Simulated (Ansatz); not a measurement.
Runs of Ansatz 0.2.0 on AlN. It takes space group Fm-3m (No. 225, cubic). Conventional cell: a = 4.069 Å, b = 4.069 Å, c = 4.069 Å, α = 90.00°, β = 90.00°, γ = 90.00°. Around Al (site symmetry m-3m) lie 6 N at 2.03 Å. Around N (site symmetry m-3m) lie 6 Al at 2.03 Å. Measurements of this composition are mostly on another form, of space group No. 186.

```csv
task,level,cell,cutoff (eV),points for each segment of the path,gap on the mesh (eV),pressure (GPa),relaxed volume (Å³/atom)
band structure,r2SCANh,as given,500,4,6.03,-8.1,-
relaxation of cell and atoms,HF,relaxed,420,-,14.21,0.0,8.13
band structure,HSEsol,as given,420,4,5.78,-10.8,-
relaxation of cell and atoms,PBE0,relaxed,420,-,6.90,0.0,8.18
relaxation of cell and atoms,HSEsol,relaxed,420,-,6.22,0.0,8.08
band structure,r2SCAN50,as given,500,4,9.05,-15.8,-
band structure,r2SCAN0,as given,500,4,7.15,(b),-
relaxation of cell and atoms,HSE03,relaxed,420,-,(a),0.0,8.19
band structure,HSE06,as given,420,4,5.84,-7.6,-
relaxation of cell and atoms,HSE06,relaxed,420,-,6.14,0.0,8.18
band structure,PBE0,as given,420,4,6.59,-7.6,-
band structure,B3LYP,as given,420,4,6.25,-3.3,-
```

Alike in all rows: potentials or basis Ansatz PAW; no spin polarisation; k mesh 6 × 6 × 6; smearing fermi-dirac 0.05 eV; the mesh is coarse, so values aren't converged.

Problem. Estimate the missing entries.

Solution. (a) 5.88; (b) -11.1.

Caveats: all runs use coarse meshes; the PAW data sets come from PBE, with cores solved anew for the run's functional, which leaves a small shift of forces and pressure; the thresholds are loose for stress (some runs); the plane-wave basis is chosen anew once the cell has moved, so the energies of steps on either side of that aren't comparable (some runs); so large a pressure means that the cell lies far from this level's equilibrium, or that cutoff or potentials fall short (some runs).

A k mesh can miss the band edges.
